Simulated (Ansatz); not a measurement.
Crystal: CuO (Tenorite).

```
Cu O
1.0
     2.34185   -1.71130    0.00000
     2.34185    1.71130    0.00000
    -0.85003    0.00000    5.05787
Cu O
2 2
Direct
  0.50000 0.00000 0.50000
  0.00000 0.50000 0.00000
  0.41840 0.58160 0.75000
  0.58160 0.41840 0.25000
```

Base run:

| Item | Value |
| --- | --- |
| Program | Ansatz 0.2.0 |
| Functional | PBEsol |
| Potentials or basis | Ansatz PAW |
| Cutoff | 420 eV (not typed: the program's choice for these potentials) |
| k mesh | 10 × 10 × 5 |
| Occupations | fermi-dirac, width 0.05 eV |
| Spin | no spin polarisation |
| Hubbard terms | Cu d U = 3 eV |

Its results: band gap on the k mesh none (metal or under the smearing width); pressure -1.4 GPa; largest force 0.287 eV/Å.

Question: The run is repeated on the same cell with these changes: hubbard terms from Cu d U = 3 eV to Cu d U = 6 eV. What comes out?

Answer: Band gap on the k mesh none (metal or under the smearing width); pressure 0.4 GPa; largest force 0.211 eV/Å.

Caveats: the run has no spin polarisation, though such a crystal can be magnetic; U without spin polarisation on a metal has little footing; the PAW data sets come from PBE, with cores solved anew for the run's functional, which leaves a small shift of forces and pressure.
